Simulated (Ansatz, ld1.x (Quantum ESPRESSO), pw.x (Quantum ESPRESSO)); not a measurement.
## Nb (Z = 41): one change to the TM potential, in the atom and in the diamond crystal

niobium, norm-conserving Troullier–Martins (Kleinman–Bylander form), made with ld1.x (Quantum ESPRESSO) 7.5 (PBE, scalar-relativistic). Core [Kr], reference 4d4 5s1 5p0. Waves: 5p (bound, empty): rc 3.65 bohr; 4d (bound): rc 1.80 bohr; 4f channel at 0.25 Ry: rc 3.55 bohr; 5s (bound): rc 3.00 bohr. Local part: the s channel. Core correction: none.

Change: core correction a·sin(br)/r model core inside 1.02 bohr.

Cutoffs, loose and tight: the cutoffs (Ry, on a coarse ladder) from which the occupation-weighted sum of valence levels, in a spherical-Bessel basis at the reference potential, stays within 10 and 1 mRy of its value at 400 Ry. They do not see the model core or the augmentation charge, which bear on the density cutoff. Test errors are all-electron minus pseudo excitation energies from the reference, over the configurations 4d4 5s0 5p0; 4d3 5s0 5p0; 4d2 5s0 5p0; 4d3 5s1 5p0; 4d5 5s0 5p0; 4d4.5 5s0.5 5p0; 4d4 5s0 5p1; variants that change the core or the reference have their own tests.

Crystal test: diamond Nb in pw.x 7.5, no spin, 8³ k-points, Fermi–Dirac smearing 0.01 Ry, cutoffs set for each file from its atomic test. The reference is all-electron LAPW (Ansatz 0.2.0) with the same functional, mesh and smearing; V0 and B0 come from Birch–Murnaghan fits to the pressures at five volumes. Errors are pseudo minus all-electron; Δ is the rms difference of the E(V) curves that follow from these fits, minima aligned, over ±6 % about the mean V0. Mesh and smearing are coarse, so the numbers serve the comparison and aren't converged zero-temperature values; the lattice is a test structure that the element need not adopt.

All-electron: a0 = 5.922 Å (V0 = 25.96 Å³/atom), B0 = 64.5 GPa.

Problem. Does the change bring the crystal closer to the all-electron result?

Solution. The mean pressure error goes from -0.42 to -1.66 GPa, so the change moves the solid further from the all-electron pressures. The B0 error goes the other way, from -15.9 to -10.1 %.

```csv
quantity,base,changed
outcome (atom),generated,generated
"cutoff, loose (atom)",35 Ry,35 Ry
"cutoff, tight (atom)",45 Ry,45 Ry
bound ghosts (atom),none,none
largest test error (meV) (atom),-60,-654 over the solved tests; 2 of 7 tests not solved or not reliable
cutoffs in pw.x (Ry),55/220,55/220
a0 (Å),5.909,5.866
a0 error (%),-0.22,-0.95
B0 error (%),-15.9,-10.1
Δ (meV/atom),2.9,10.2
mean pressure error (GPa),-0.42,-1.66
```

Base: The largest radius (3.65 bohr) exceeds half the bond length (2.42 bohr), so the spheres overlap, which is one possible source of error among others. This is a poor potential for the solid. Changed file: The largest radius (3.65 bohr) exceeds half the bond length (2.42 bohr), so the spheres overlap, which is one possible source of error among others. This is a poor potential for the solid. Atomic configuration tests: 2 of 7 tests not solved or not reliable. The atomic cutoffs weigh occupied waves only.
